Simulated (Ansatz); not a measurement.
**NaH (zincblende) under strain**

Zincblende NaH, relaxed with r2SCAN in Ansatz 0.2.0. It is cubic, F-43m (No. 216); conventional cell a = 5.194 Å, 17.51 Å³ an atom. Na has 4 H at 2.25 Å; H has 4 Na at 2.25 Å.

The axes x, y and z are those of this cell:
```
Na H
1.0
     0.00000    2.59692    2.59692
     2.59692    0.00000    2.59692
     2.59692    2.59692    0.00000
Na H
1 1
Cartesian
  0.0000 0.0000 0.0000
  1.2985 1.2985 1.2985
```

Unstrained: PBE gives an indirect gap of 3.613 eV, from W to L; the least direct gap is 4.318 eV at L. The r2SCAN gap is indirect, 4.049 eV (W to L), below the direct gap of 4.746 eV at L. HSE06 gives an indirect gap of 4.616 eV, from W to L; the least direct gap is 5.378 eV at L. Meshes: PBE 8×8×8, r2SCAN 8×8×8, HSE06 6×6×6. Strains are changes of length per length. After each strain the atoms were relaxed again with r2SCAN within the symmetry that the strain leaves, so tilts or polar shifts that break it weren't tested; points keep the names that they have in the unstrained zone. Spin-unpolarised throughout. Whether this structure exists isn't addressed.

Changes of the least gap in eV (an overlap counts as a negative gap):

| strain | volume change (%) | space group | PBE | r2SCAN | HSE06 | energy rise, r2SCAN (meV/atom) |
| --- | --- | --- | --- | --- | --- | --- |
| biaxial +1.22 % in x and y, z held | +2.5 | I-4m2 | -0.026 | -0.029 | -0.035 | 0.6 |
| epitaxial -2.28 % in the xy plane, free normal strain +3.18 % | -1.5 | I-4m2 | -0.044 | -0.045 | -0.047 | 0.8 |
| epitaxial -4.88 % in the plane normal to [111], free normal strain +2.41 % | -7.3 | R3m | -0.322 | -0.309 | -0.306 | 11.5 |

Biaxial +1.22 % in x and y, z held. HSE06: the gap goes from 4.616 to 4.581 eV (-0.035 eV); the edges go from W → L to (0.276, -1/2, -0.224) → L. Stress change with r2SCAN, compression positive: xx -0.44, yy -0.44, zz -0.38 GPa.

Epitaxial -2.28 % in the xy plane, free normal strain +3.18 %. HSE06: the gap goes from 4.616 to 4.569 eV (-0.047 eV). Stress change with r2SCAN, compression positive: xx +0.36, yy +0.36, zz 0.00 GPa.

Epitaxial -4.88 % in the plane normal to [111], free normal strain +2.41 %. HSE06: the gap goes from 4.616 to 4.310 eV (-0.306 eV); the edges go from W → L to (0.229, -1/2, -0.234) → L. Stress change with r2SCAN, compression positive: xx +1.49, yy +1.49, zz +1.49, xy -0.77, xz -0.77, yz -0.77 GPa.

Where an edge lies off the special points, it is a point of the mesh or the k point where a search put PBE's edge or least direct gap, reused for the other functionals, whose own edges may lie a little apart.

Coordinates of k points refer to the reciprocal vectors of the primitive cell of the runs.

The meshes of the hybrids are coarse, so their gaps aren't converged to the digits shown.
